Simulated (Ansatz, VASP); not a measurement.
GaN: VASP beside Ansatz

```xyz
2
Lattice="0.0000 2.1571 2.1571 2.1571 0.0000 2.1571 2.1571 2.1571 0.0000" Properties=species:S:1:pos:R:3 pbc="T T T"
Ga    0.0000    0.0000    0.0000
N     2.1571    2.1571    2.1571
```

Alike in both runs: task single point; functional PBE; k mesh 14 × 14 × 14; occupations gaussian, width 0.05 eV; no spin polarisation.

```csv
,VASP,Ansatz
version,VASP 6.6.1,Ansatz 0.2.0
potentials or method,"VASP PAW PBE potentials, release 64 (Ga_d, N)","scalar-relativistic, plane waves, PAW"
plane-wave cutoff (eV),520,420
valence electrons in the cell,18,18
```

```tsv
	VASP	Ansatz	Ansatz less VASP
gap on the k mesh at the Fermi level (eV)	0.21	0.22	+0.008
least direct gap on the mesh (eV)	2.00	2.00	-0.001
pressure (GPa)	-5.6	-6.2	-0.69
```
